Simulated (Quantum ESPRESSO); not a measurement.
# TiSe (P6_3/mmc) in Quantum ESPRESSO: phonons with LDA

Aim: the phonons of TiSe with LDA.

Everything below comes from runs of Quantum ESPRESSO 7.5. Logs are shortened: lines on timing, memory, paths and dates and some standing lists are left out, and cuts for length are marked.

## Step 1: The structure

The structure is hexagonal, space group P6_3/mmc (No. 194). The conventional cell has a = 3.559 Å, b = 3.559 Å, c = 6.220 Å, α = 90.00°, β = 90.00°, γ = 120.00°. Se (site symmetry -6m2) is surrounded by 6 Ti at 2.58 Å. Ti (site symmetry -3m) is surrounded by 6 Se at 2.58 Å.

## Step 2: Phonons, LDA

Input file pw.in:

```
&CONTROL
  calculation = 'scf'
  prefix = 'pwscf'
  outdir = './tmp'
  pseudo_dir = './pseudo'
  tprnfor = .true.
  tstress = .true.
  disk_io = 'low'
/
&SYSTEM
  ibrav = 0
  celldm(1) = 8
  nat = 4
  ntyp = 2
  ecutwfc = 45
  ecutrho = 360
  nbnd = 26
  occupations = 'smearing'
  smearing = 'mv'
  degauss = 0.01469973
/
&ELECTRONS
  conv_thr = 8d-10
  electron_maxstep = 120
  mixing_beta = 0.5
/
ATOMIC_SPECIES
Se    78.9710 se_lda_v1.uspp.F.UPF
Ti    47.8670 ti_lda_v1.4.uspp.F.UPF
CELL_PARAMETERS alat
  0.8406919096929   0.0000000000000   0.0000000000000
 -0.4203459548464   0.7280605505575   0.0000000000000
  0.0000000000000   0.0000000000000   1.4692620618965
ATOMIC_POSITIONS crystal
Se     0.6666666667    0.3333333333    0.7500000000
Se     0.3333333333    0.6666666667    0.2500000000
Ti     0.0000000000    0.0000000000    0.5000000000
Ti     0.0000000000    0.0000000000    0.0000000000
K_POINTS automatic
8 8 4 0 0 0
```

Input file relax.in:

```
&CONTROL
  calculation = 'vc-relax'
  prefix = 'pwscf'
  outdir = './tmp'
  pseudo_dir = './pseudo'
  tprnfor = .true.
  tstress = .true.
  disk_io = 'low'
  nstep = 40
  forc_conv_thr = 0.0001
  etot_conv_thr = 1d-06
/
&SYSTEM
  ibrav = 0
  celldm(1) = 8
  nat = 4
  ntyp = 2
  ecutwfc = 45
  ecutrho = 360
  nbnd = 26
  occupations = 'smearing'
  smearing = 'mv'
  degauss = 0.01469973
/
&ELECTRONS
  conv_thr = 8d-10
  electron_maxstep = 120
  mixing_beta = 0.5
/
&IONS
  ion_dynamics = 'bfgs'
/
&CELL
  cell_dynamics = 'bfgs'
  press = 0
  press_conv_thr = 0.2
/
ATOMIC_SPECIES
Se    78.9710 se_lda_v1.uspp.F.UPF
Ti    47.8670 ti_lda_v1.4.uspp.F.UPF
CELL_PARAMETERS alat
  0.8406919096929   0.0000000000000   0.0000000000000
 -0.4203459548464   0.7280605505575   0.0000000000000
  0.0000000000000   0.0000000000000   1.4692620618965
ATOMIC_POSITIONS crystal
Se     0.6666666667    0.3333333333    0.7500000000
Se     0.3333333333    0.6666666667    0.2500000000
Ti     0.0000000000    0.0000000000    0.5000000000
Ti     0.0000000000    0.0000000000    0.0000000000
K_POINTS automatic
8 8 4 0 0 0
```

Input file scf2.in:

```
&CONTROL
  calculation = 'scf'
  prefix = 'pwscf'
  outdir = './tmp'
  pseudo_dir = './pseudo'
  tprnfor = .true.
  tstress = .true.
  disk_io = 'low'
/
&SYSTEM
  ibrav = 0
  celldm(1) = 8
  nat = 4
  ntyp = 2
  ecutwfc = 45
  ecutrho = 360
  nbnd = 26
  occupations = 'smearing'
  smearing = 'mv'
  degauss = 0.01469973
/
&ELECTRONS
  conv_thr = 1d-13
  electron_maxstep = 120
  mixing_beta = 0.5
  startingpot = 'file'
  startingwfc = 'file'
/
ATOMIC_SPECIES
Se    78.9710 se_lda_v1.uspp.F.UPF
Ti    47.8670 ti_lda_v1.4.uspp.F.UPF
CELL_PARAMETERS alat
  0.7868956679280  -0.0000000000000   0.0000000000000
 -0.3934478339640   0.6814716385536   0.0000000000000
  0.0000000000000   0.0000000000000   1.5798123233584
ATOMIC_POSITIONS crystal
Se     0.6666666666    0.3333333332    0.7500000000
Se     0.3333333332    0.6666666666    0.2500000000
Ti    -0.0000000001   -0.0000000001    0.5000000000
Ti    -0.0000000001   -0.0000000001    0.0000000000
K_POINTS automatic
8 8 4 0 0 0
```

Input file ph.in:

```
phonons of TiSe
&INPUTPH
  prefix = 'pwscf'
  outdir = './tmp'
  tr2_ph = 1d-18
  fildyn = 'dyn'
  niter_ph = 90
  alpha_mix(1) = 0.4
/
0.0000000000 0.0000000000 0.0000000000
```

Input file dynmat.in:

```
&INPUT
  fildyn = 'dyn'
  asr = 'crystal'
  filout = 'dynmat.disp'
  fileig = 'dynmat.eig'
/
```

Potentials or basis: GBRV 1.5 LDA.

Command:

```console
OMP_NUM_THREADS=1 pw.x -in pw.in > pw.out
OMP_NUM_THREADS=1 pw.x -in relax.in > relax.out
OMP_NUM_THREADS=1 pw.x -in scf2.in > scf2.out
OMP_NUM_THREADS=1 ph.x -in ph.in > ph.out
OMP_NUM_THREADS=1 dynmat.x -in dynmat.in > dynmat.out
```

pw.out:

```text
This program is part of the open-source Quantum ESPRESSO suite
     for quantum simulation of materials; please cite
[... 9 lines left out ...]
     --------------------
     sticks:   dense  smooth     PW     G-vecs:    dense   smooth      PW
     Sum        1135     559    163                53117    18753    3069

     Using Slab Decomposition

     bravais-lattice index     =            0
     lattice parameter (alat)  =       8.0000  a.u.
     unit-cell volume          =     460.4406 (a.u.)^3
     number of atoms/cell      =            4
     number of atomic types    =            2
     number of electrons       =        36.00
     number of Kohn-Sham states=           26
     kinetic-energy cutoff     =      45.0000  Ry
     charge density cutoff     =     360.0000  Ry
     scf convergence threshold =      8.0E-10
     mixing beta               =       0.5000
     number of iterations used =            8  plain     mixing
     Exchange-correlation=  SLA  PZ   NOGX NOGC
                           (   1   1   0   0   0   0   0)

     celldm(1)=   8.000000  celldm(2)=   0.000000  celldm(3)=   0.000000
     celldm(4)=   0.000000  celldm(5)=   0.000000  celldm(6)=   0.000000

     crystal axes: (cart. coord. in units of alat)
               a(1) = (   0.840692   0.000000   0.000000 )
               a(2) = (  -0.420346   0.728061   0.000000 )
               a(3) = (   0.000000   0.000000   1.469262 )

     reciprocal axes: (cart. coord. in units 2 pi/alat)
               b(1) = (  1.189496  0.686756 -0.000000 )
               b(2) = (  0.000000  1.373512  0.000000 )
               b(3) = (  0.000000 -0.000000  0.680614 )

     PseudoPot. # 1 for Se read from file:
     se_lda_v1.uspp.F.UPF
     Pseudo is Ultrasoft + core correction, Zval =  6.0
     Generated by new atomic code, or converted to UPF format
     Using radial grid of  877 points,  6 beta functions with:
                l(1) =   0
                l(2) =   0
                l(3) =   1
                l(4) =   1
                l(5) =   2
                l(6) =   2
     Q(r) pseudized with  8 coefficients,  rinner =    1.300   1.300   1.300
                                                       1.300   1.300

     PseudoPot. # 2 for Ti read from file:
     ti_lda_v1.4.uspp.F.UPF
     Pseudo is Ultrasoft + core correction, Zval = 12.0
     Generated by new atomic code, or converted to UPF format
     Using radial grid of  851 points,  6 beta functions with:
                l(1) =   0
                l(2) =   0
                l(3) =   1
                l(4) =   1
                l(5) =   2
                l(6) =   2
     Q(r) pseudized with  6 coefficients,  rinner =    1.000   1.000   1.000
                                                       1.000   1.000

     atomic species   valence    mass     pseudopotential
     Se                6.00    78.97100     Se( 1.00)
     Ti               12.00    47.86700     Ti( 1.00)

     24 Sym. Ops., with inversion, found (12 have fractional translation)

   Cartesian axes

     site n.     atom                  positions (alat units)
         1        Se     tau(   1) = (   0.4203460   0.2426869   1.1019465  )
         2        Se     tau(   2) = (  -0.0000000   0.4853737   0.3673155  )
         3        Ti     tau(   3) = (   0.0000000   0.0000000   0.7346310  )
         4        Ti     tau(   4) = (   0.0000000   0.0000000   0.0000000  )

     number of k points=    30  Marzari-Vanderbilt smearing, width (Ry)=  0.0147
                       cart. coord. in units 2pi/alat
        k(    1) = (   0.0000000   0.0000000   0.0000000), wk =   0.0078125
        k(    2) = (   0.0000000   0.0000000   0.1701534), wk =   0.0156250
        k(    3) = (   0.0000000   0.0000000  -0.3403069), wk =   0.0078125
        k(    4) = (   0.0000000   0.1716890   0.0000000), wk =   0.0468750
        k(    5) = (   0.0000000   0.1716890   0.1701534), wk =   0.0937500
        k(    6) = (   0.0000000   0.1716890  -0.3403069), wk =   0.0468750
[... 22 lines left out ...]
        k(   29) = (   0.2973741   0.6867561   0.1701534), wk =   0.0937500
        k(   30) = (   0.2973741   0.6867561  -0.3403069), wk =   0.0468750

     Dense  grid:    53117 G-vectors     FFT dimensions: (  45,  45,  72)

     Smooth grid:    18753 G-vectors     FFT dimensions: (  30,  30,  54)

     Check: negative core charge=   -0.000006

     Initial potential from superposition of free atoms

     starting charge      33.9998, renormalised to      36.0000

     negative rho (up, down):  1.197E-03 0.000E+00
     Starting wfcs are   28 randomized atomic wfcs

     Self-consistent Calculation

     iteration #  1     ecut=    45.00 Ry     beta= 0.50
     Davidson diagonalization with overlap
     ethr =  1.00E-02,  avg # of iterations =  3.1

     Threshold (ethr) on eigenvalues was too large:
     Diagonalizing with lowered threshold

     Davidson diagonalization with overlap
     ethr =  6.96E-04,  avg # of iterations =  1.8

     negative rho (up, down):  1.096E-03 0.000E+00

     total energy              =    -325.12745713 Ry
     estimated scf accuracy    <       0.27071657 Ry

     iteration #  2     ecut=    45.00 Ry     beta= 0.50
     Davidson diagonalization with overlap
     ethr =  7.52E-04,  avg # of iterations =  3.9

     negative rho (up, down):  9.402E-04 0.000E+00

     total energy              =    -325.17165444 Ry
     estimated scf accuracy    <       0.13702262 Ry

     iteration #  3     ecut=    45.00 Ry     beta= 0.50
     Davidson diagonalization with overlap
     ethr =  3.81E-04,  avg # of iterations =  2.6
[... 42 lines left out ...]
     iteration #  8     ecut=    45.00 Ry     beta= 0.50
     Davidson diagonalization with overlap
     ethr =  1.22E-09,  avg # of iterations =  2.0

     negative rho (up, down):  7.592E-04 0.000E+00

     total energy              =    -325.20411645 Ry
     estimated scf accuracy    <          3.9E-09 Ry

     iteration #  9     ecut=    45.00 Ry     beta= 0.50
     Davidson diagonalization with overlap
     ethr =  1.08E-11,  avg # of iterations =  7.2

     negative rho (up, down):  7.592E-04 0.000E+00

     End of self-consistent calculation

          k = 0.0000 0.0000 0.0000 (  2323 PWs)   bands (ev):

   -44.0642 -44.0426 -20.7628 -20.6713 -20.6713 -20.6462 -20.6462 -20.5203
    -3.1235  -1.7298   5.1341   8.5236   8.5236  10.4351  10.8294  11.0832
    11.0832  12.2610  12.2610  12.2790  12.2790  13.8811  13.8811  15.0569
    16.0286  16.7001

          k = 0.0000 0.0000 0.1702 (  2335 PWs)   bands (ev):

   -44.0611 -44.0458 -20.7279 -20.6676 -20.6676 -20.6499 -20.6499 -20.5564
    -2.9572  -1.9865   5.7067   8.7310   8.7310   8.9737  10.2740  10.2740
    11.7644  12.4154  12.4154  12.9886  12.9886  13.9294  13.9294  14.1097
    16.2303  16.2303

          k = 0.0000 0.0000-0.3403 (  2330 PWs)   bands (ev):

   -44.0534 -44.0534 -20.6588 -20.6588 -20.6588 -20.6588 -20.6428 -20.6428
    -2.5141  -2.5141   7.1511   7.1511   9.3368   9.3368   9.3368   9.3368
    12.8109  12.8109  12.8109  12.8109  12.8418  12.8418  15.0599  15.0599
    15.0599  15.0599
[... 52 lines left out ...]
   -44.0541 -44.0392 -20.7544 -20.7261 -20.7030 -20.6871 -20.6670 -20.5431
    -1.8780  -1.5859   5.9563   6.4378   7.7164   8.3304   8.4879   9.2519
    11.0900  12.3222  13.3487  13.7446  13.8022  14.2417  14.3508  14.9574
    15.8764  16.0265

          k = 0.0000 0.5151-0.3403 (  2350 PWs)   bands (ev):

   -44.0467 -44.0467 -20.7402 -20.7402 -20.6771 -20.6771 -20.6236 -20.6236
    -1.7313  -1.7313   6.0678   6.0678   8.2347   8.2347   8.8396   8.8396
    11.7037  11.7037  13.5340  13.5340  13.9447  13.9447  15.0526  15.0526
    15.3099  15.3099

          k = 0.0000-0.6868 0.0000 (  2340 PWs)   bands (ev):

   -44.0560 -44.0350 -20.7755 -20.7325 -20.7311 -20.6946 -20.6657 -20.5075
    -1.6762  -1.4802   5.3663   6.9615   7.4822   7.8671   8.2668   9.3846
    10.6874  12.4266  13.3858  13.7978  13.9836  14.1237  14.6066  14.9848
    16.2357  16.8085

          k = 0.0000-0.6868 0.1702 (  2356 PWs)   bands (ev):

   -44.0530 -44.0381 -20.7690 -20.7387 -20.6990 -20.6904 -20.6699 -20.5408
    -1.6443  -1.5056   5.4556   6.3581   7.9822   7.9849   8.3993   9.1761
    10.9834  12.2576  13.7281  13.8367  14.0299  14.1098  14.4096  15.1625
    15.6729  15.9638

          k = 0.0000-0.6868-0.3403 (  2360 PWs)   bands (ev):

   -44.0455 -44.0455 -20.7538 -20.7538 -20.6802 -20.6802 -20.6205 -20.6205
    -1.5717  -1.5717   5.7689   5.7689   8.1687   8.1687   8.7527   8.7527
    11.6828  11.6828  13.9243  13.9243  14.1446  14.1446  14.7494  14.7494
    15.6227  15.6227

          k = 0.1487 0.2575 0.0000 (  2355 PWs)   bands (ev):

   -44.0610 -44.0396 -20.7506 -20.7110 -20.6822 -20.6792 -20.6554 -20.5152
    -2.6329  -1.6403   5.8312   7.7828   8.1570   8.5956   9.1315   9.5554
    11.2394  12.7663  12.9862  13.2233  13.2550  13.7678  14.6990  15.0198
    15.5107  15.5213

          k = 0.1487 0.2575 0.1702 (  2345 PWs)   bands (ev):

   -44.0579 -44.0427 -20.7171 -20.7064 -20.6835 -20.6783 -20.6593 -20.5502
    -2.5055  -1.8081   6.1323   7.7414   8.0202   8.6096   9.0819   9.3943
    11.7342  12.4202  12.7155  13.1901  13.4961  14.2158  14.2305  14.5937
    15.2421  15.7620
[... 80 lines left out ...]
   -44.0521 -44.0373 -20.7500 -20.7234 -20.7209 -20.6980 -20.6962 -20.5392
    -1.4846  -1.4575   6.0687   6.5465   7.1079   7.8618   7.9570   8.0595
    12.3828  12.5876  13.1963  13.5949  13.8477  14.0894  14.3395  14.9021
    15.7691  15.9510

          k = 0.2974 0.6868-0.3403 (  2358 PWs)   bands (ev):

   -44.0447 -44.0447 -20.7362 -20.7362 -20.7099 -20.7099 -20.6183 -20.6183
    -1.4695  -1.4695   6.2926   6.2926   7.4170   7.4170   8.1006   8.1006
    12.3305  12.3305  13.5820  13.5820  13.9851  13.9851  14.3921  14.3921
    16.4908  16.4908

     the Fermi energy is    12.7025 ev

!    total energy              =    -325.20411646 Ry
     estimated scf accuracy    <          4.1E-10 Ry
     smearing contrib. (-TS)   =       0.00085533 Ry
     internal energy E=F+TS    =    -325.20497179 Ry

     The total energy is F=E-TS. E is the sum of the following terms:
     one-electron contribution =     -90.54803922 Ry
     hartree contribution      =      60.79248962 Ry
     xc contribution           =     -94.80912760 Ry
     ewald contribution        =    -200.64029459 Ry

     convergence has been achieved in   9 iterations

     negative rho (up, down):  7.592E-04 0.000E+00

     Forces acting on atoms (cartesian axes, Ry/au):

     atom    1 type  1   force =     0.00000000   -0.00000000    0.00000000
     atom    2 type  1   force =     0.00000000    0.00000000    0.00000000
     atom    3 type  2   force =     0.00000000   -0.00000000    0.00000000
     atom    4 type  2   force =    -0.00000000    0.00000000   -0.00000000

     Total force =     0.000000     Total SCF correction =     0.000000

     Computing stress (Cartesian axis) and pressure

     negative rho (up, down):  7.592E-04 0.000E+00
          total   stress  (Ry/bohr**3)                   (kbar)     P=      -40.38
  -0.00046805   0.00000000   0.00000000          -68.85        0.00        0.00
   0.00000000  -0.00046805   0.00000000            0.00      -68.85        0.00
   0.00000000   0.00000000   0.00011254            0.00        0.00       16.56

=------------------------------------------------------------------------------=
   JOB DONE.
=------------------------------------------------------------------------------=
```

It took 39 min on 1 thread of AMD EPYC 7R43 (Zen 3), shared host; peak memory 0.26 GiB.

What came out:

```
Free energy                            : -4424.9084 eV
Relaxed volume                         : 16.07 Å³/atom
Relaxed cell                           : a = 3.331 Å, b = 3.331 Å, c = 6.688 Å, α = 90.00°, β = 90.00°, γ = 120.00°
Space group after relaxing (to 0.05 Å) : P6_3/mmc (No. 194)
Pressure after relaxing                : 0.0 GPa
Band gap on the k mesh                 : none (metal or under the smearing width)
Highest phonon frequency at Γ          : 270 cm⁻¹
```

Step by step:
```csv
step,energy change (eV),largest force (eV/Å),pressure (GPa),volume (Å³)
1,0.0000,0.0000,-4.04,68.23
2,-0.0623,0.0000,-1.94,66.83
3,-0.1238,0.0000,-0.15,65.63
4,-0.2032,0.0000,2.00,64.15
5,-0.2569,0.0000,4.14,62.60
6,-0.2712,0.0000,2.47,63.27
7,-0.2772,0.0000,1.52,63.64
8,-0.2808,0.0000,0.04,64.26
9,-0.2808,0.0000,0.00,64.27
10,-0.2808,0.0000,0.00,64.28
```

Final structure:
```cif
data_structure
_symmetry_space_group_name_H-M 'P 1'
_symmetry_Int_Tables_number 1
_cell_length_a 3.3313
_cell_length_b 3.3313
_cell_length_c 6.6880
_cell_angle_alpha 90.000
_cell_angle_beta 90.000
_cell_angle_gamma 120.000
_cell_volume 64.28
loop_
_atom_site_label
_atom_site_type_symbol
_atom_site_fract_x
_atom_site_fract_y
_atom_site_fract_z
_atom_site_occupancy
Se1 Se 0.66667 0.33333 0.75000 1
Se2 Se 0.33333 0.66667 0.25000 1
Ti1 Ti 0.00000 0.00000 0.50000 1
Ti2 Ti 0.00000 0.00000 0.00000 1
```

Levels at points of the mesh, in eV from the Fermi level:
```tsv
k point	band 16	band 17	band 18	band 19	band 20	band 21
(0.00, 0.00, 0.00)	-0.72	-0.72	-0.23	-0.23	0.03	0.03
(0.00, 0.00, -0.50)	-2.52	-0.07	-0.07	0.41	0.41	0.41
(0.00, -0.50, 0.00)	-2.54	-1.97	-1.00	0.60	1.74	1.87
(0.00, -0.50, -0.50)	-3.42	-1.30	-1.30	1.70	1.70	1.80
```

Phonon frequencies in cm⁻¹ (negative: imaginary):
```
              q point                                   frequencies
(0.000, 0.000, 0.000)  -6 -6 -6 180 180 225 242 242 255 255 270 270
```

Optical modes at Γ, degenerate ones joined:
```csv
cm⁻¹,components,symmetry,active in
180,2,E2g,Raman
225,1,B1g,silent
242,2,E2u,silent
255,2,E1u,IR
270,1,A2u,IR
270,1,B2u,silent
```

Caveat: the mesh is thin for the phonons of a metal.
